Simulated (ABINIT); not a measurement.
# Bi: equation of state with PBE

The system is Bi.

```
Bi
1.0
    -1.98143    1.98143    1.98143
     1.98143   -1.98143    1.98143
     1.98143    1.98143   -1.98143
Bi
1
Direct
  0.00000 0.00000 0.00000
```

This isn't the form of Bi at room conditions, which is rhombohedral.

```json
{"Program": "ABINIT 10.8.3 (patched build)", "Task": "equation of state", "Functional": "PBE", "Potentials or basis": "JTH PAW PBE v2.0", "Cutoff": "408 eV", "k mesh": "9 × 9 × 9", "Occupations": "fermi-dirac, width 0.05 eV", "Spin": "no spin polarisation", "Fine-grid cutoff": "816.342 eV", "Exchange and correlation inside the PAW spheres": "full angular mesh (pawxcdev 0, this build's default; the released program takes 1)"}
```

```yaml
Equilibrium_volume: 31.61 Å³/atom
Bulk_modulus: 53 GPa
Pressure_derivative_of_the_bulk_modulus: "4.6 (rough: it moves with the points fitted)"
```

Energy against volume, from the lowest point:
| volume (Å³/atom) | energy (meV/atom) |
| --- | --- |
| 29.250 | 33.40 |
| 29.872 | 17.44 |
| 30.495 | 6.49 |
| 31.117 | 0.96 |
| 31.739 | 0.00 |
| 32.362 | 2.40 |
| 32.984 | 8.92 |

Wall time 45 s on 1 thread of Arm Neoverse V1 (shared host), peak memory 0.13 GiB.

Caveat: the cutoff is too short for stress, so the log's stress isn't used; pressures at fixed basis lie under the slope of the energies.
